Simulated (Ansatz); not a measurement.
# NbP: a single-point run

The task is a single-point run on NbP. The structure is shown as the input types it.

Program: Ansatz 0.2.0. Level of theory: DFT, PBE, PAW with Ansatz's default frozen-core files, scalar-relativistic (as first typed). These are calculated values, not measurements.

## 1. The system as given

It takes space group I4_1/amd (No. 141, tetragonal). The conventional cell has a = 3.325 Å, b = 3.325 Å, c = 11.380 Å, α = 90.00°, β = 90.00°, γ = 90.00°. Around Nb (site symmetry -4m2) lie 4 P at 2.35 Å. Around P (site symmetry -4m2) lie 4 Nb at 2.35 Å.

As a file:

```
CELL_PARAMETERS angstrom
-1.66250 1.66250 5.69000
1.66250 -1.66250 5.69000
1.66250 1.66250 -5.69000
ATOMIC_POSITIONS crystal
Nb 0.00000 0.00000 0.00000
Nb 0.75000 0.25000 0.50000
P 0.50000 0.50000 0.00000
P 0.25000 0.75000 0.50000
```

## 2. Input and run

The input, input.yaml:

```yaml
crystal:
  lattice:
    - [-1.6625, 1.6625, 5.69]
    - [1.6625, -1.6625, 5.69]
    - [1.6625, 1.6625, -5.69]
  atoms:
    - { symbol: Nb, position: [0.0, 0.0, 0.0] }
    - { symbol: Nb, position: [0.75, 0.25, 0.5] }
    - { symbol: P, position: [0.5, 0.5, 0.0] }
    - { symbol: P, position: [0.25, 0.75, 0.5] }
kpoints:
  mp_grid: { grid: [17, 17, 17] }
  band_path:
    path:
      - [0.0, 0.0, 0.0]
      - [0.0, 0.0, 0.5]
      - [0.25, 0.25, 0.25]
      - [0.0, 0.5, 0.0]
      - [0.0, 0.0, 0.0]
      - [0.5, 0.5, -0.5]
      - [0.2713421803, 0.7286578197, -0.2713421803]
      - [-0.2713421803, 0.2713421803, 0.2713421803]
      - [0.0, 0.0, 0.0]
    npoints: 14
scf:
  occupations: { method: fermi_dirac, width: 0.05 }
  convergence: { dr2_threshold: 1.0e-20 }
  max_iter: 75
hamiltonian:
  xc: pbe
  pseudopotentials: { kind: paw }
output:
  forces: true
  stress: true
  eigenvalues: true
  efg: { contact_densities: true }
  populations: true
```

Launch:

```bash
$ ansatz run input.yaml --threads 1 --pin off --max-ram 3072MiB --backend cpu --events-out ev --progress --plain --runs-dir out
```

**Question.** How will this run end, and is anything wrong with its input?

This run ends as converged, with warnings (gradients without spin orbit). It gives a pressure of 19 GPa, which is large; a structure far from rest gives such values too, whatever the setting.

The suspect setting: scf.convergence.dr2_threshold is 1.0e-20. The risk: threshold needlessly tight. Once met, so tight a threshold does no harm; it costs cycles.

Run again and compare: delete scf.convergence.dr2_threshold (the default then holds).
